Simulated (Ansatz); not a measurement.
Comparing deformations in SnO

All numbers below come from DFT PBEsol+D3(BJ), scalar-relativistic, plane waves, PAW in Ansatz. The runs took a 420 eV cutoff, a Γ-centred 12×12×10 mesh and Gaussian smearing (0.15 eV). No spin polarisation. Energies are free energies at this smearing, counted from the undisturbed cell; pressure is positive in compression.

The starting cell (relaxed at this level):

```
Sn O
1.0
     3.77039    0.00000    0.00000
     0.00000    3.77039    0.00000
     0.00000    0.00000    4.56337
Sn O
2 2
Direct
  0.00000 0.50000 0.25326
  0.50000 0.00000 0.74674
  0.00000 0.00000 0.00000
  0.50000 0.50000 0.00000
```

The cell is strained by ε times a Voigt pattern (xx, yy, zz, yz, xz, xy; engineering shear) with fractional coordinates fixed. τ = (1/V0) dE/dε comes from the stress tensor. Of each scan, only the three points used here are listed.

| pattern | ε | τ (GPa) |
| --- | --- | --- |
| (0, 0, 0, 1, 0, 0) | -0.0250 | -1.58 |
| (0, 0, 0, 1, 0, 0) | 0.0000 | 0.00 |
| (0, 0, 0, 1, 0, 0) | 0.0250 | 1.58 |
| (0, 0, 0, 0, 0, 1) | -0.0075 | -0.70 |
| (0, 0, 0, 0, 0, 1) | 0.0000 | 0.00 |
| (0, 0, 0, 0, 0, 1) | 0.0075 | 0.70 |

Q: Which constants do the scans give, and which deformation costs least for the same size of strain tensor?

A: The slope dτ/dε at zero (parabola through three points) is pᵀCp: (0, 0, 0, 1, 0, 0) gives C44 = 63 GPa; (0, 0, 0, 0, 0, 1) gives C66 = 93 GPa. The size of the strain tensor, ε:ε, is ε² times 0.5, 0.5. Per unit of it the stiffnesses are 127, 186 GPa, so (0, 0, 0, 1, 0, 0) is the softest of these: at ε:ε = (1 %)² the quadratic term costs 0.64 meV/atom against 0.94 for the stiffest. These are clamped-ion values.

Forces appear on the atoms along this scan, and letting them relax would lower the energy and soften the response. No gap shows at this level, though a semilocal functional can close a small gap that the real compound has; without a gap these slopes depend on the k mesh and the smearing.

Cost: 16 runs of about 3.4 core-minutes in all, on Intel Xeon 6975P-C (Granite Rapids) (shared hosts).